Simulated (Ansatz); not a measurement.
# Kick test of a cell of LiH

The structure comes from a generated guess, relaxed at this level; another structure or a mixture of phases may lie lower.

Theory: DFT PBE, scalar-relativistic, plane waves, PAW (Ansatz). Plane waves to 420 eV, a k mesh through Γ of 10×10×1 on the computed 4-atom cell and Gaussian smearing (0.02 eV); no spin polarisation.

The cell below (4 atoms, layer group p4/nmm (No. 64)) is relaxed within its symmetry. This is a two-dimensional sheet: the third axis spans vacuum and isn't periodic.

```xyz
4
Lattice="2.7617 0.0000 0.0000 0.0000 2.7617 0.0000 0.0000 0.0000 29.1370" Properties=species:S:1:pos:R:3 pbc="T T F"
Li    1.3809    0.0000    7.5467
Li    0.0000    1.3809    9.4533
H     1.3809    0.0000    9.5114
H     0.0000    1.3809    7.4886
```

For the test a repeat of it with 8 atoms (edges 5.52, 2.76 Å) was strained at random (σ = 1.5 % a component), the atoms were moved at random (σ = 0.10 Å), and all was relaxed again on a coarse 4×6×1 mesh (in the run’s order of axes) with 0.10 eV smearing, with no symmetry imposed.

**Question.** Is the structure stable against such a distortion?

**Answer.** It returns, within 1 meV/atom of the unmoved cell on that mesh and with the same symmetry when read at 0.1 Å. So it is stable against the distortions that fit this cell and that this random move excites. Modes that don't fit the cell aren't tested.
